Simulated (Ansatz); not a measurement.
# Zone-centre phonons of ZrN at 40 GPa: input and output

Level of theory: DFT PBEsol, scalar-relativistic, plane waves, PAW (Ansatz 0.2.0).

Launched with:
```bash
ansatz run input.yaml --threads 1 --pin off --max-ram 3072MiB --backend cpu --events-out ev --progress --plain --runs-dir out
```

Input (bare energies are in eV):
```yaml
crystal:
  lattice:
    - [0.0, 2.1900335865, 2.1900335865]
    - [2.1900335865, 0.0, 2.1900335865]
    - [2.1900335865, 2.1900335865, 0.0]
  atoms:
    - { symbol: Zr, position: [0.0, 0.0, 0.0] }
    - { symbol: "N", position: [0.5, 0.5, 0.5] }
basis:
  ecutwfc: 420
kpoints:
  mp_grid: { grid: [16, 16, 16] }
hamiltonian:
  xc: pbesol
scf:
  occupations: { method: fermi_dirac, width: 0.15 }
output:
  eigenvalues: true
phonons:
  method: dfpt
  eigenvectors: true
```

The end of the output:
```
--- Phonons (Γ-DFPT): 2 representative perturbations + reference, on 349 of 4096 k-points (Σ response iterations 6) ---
  k mesh reduced under 8 symmetry operations, with k and −k counted as one. Each operation leaves every solved perturbation unchanged. A smaller set is not used because it would not reduce the number of displacements ...
  ASR residual: 5.194e-4 → 0.000e0 eV/Å²; symmetrization residual: 1.981e-7 eV/Å²
  ASR residual per site (eV/Å²): 5.19e-4 1.57e-4
  Γ frequencies (cm⁻¹): 0.00 0.00 0.00 614.23 614.23 614.23
  non-analytic LO–TO correction: not included (Born effective charges unavailable; polar crystals: no LO–TO splitting at Γ)
```

The run took 30 s on 1 thread of Arm Neoverse V1, with other jobs on the host, peak memory 0.59 GiB.

In a metal, frequencies and elastic constants depend on the k mesh and the smearing, soft modes and shear constants most. Other phases may be more stable at this pressure.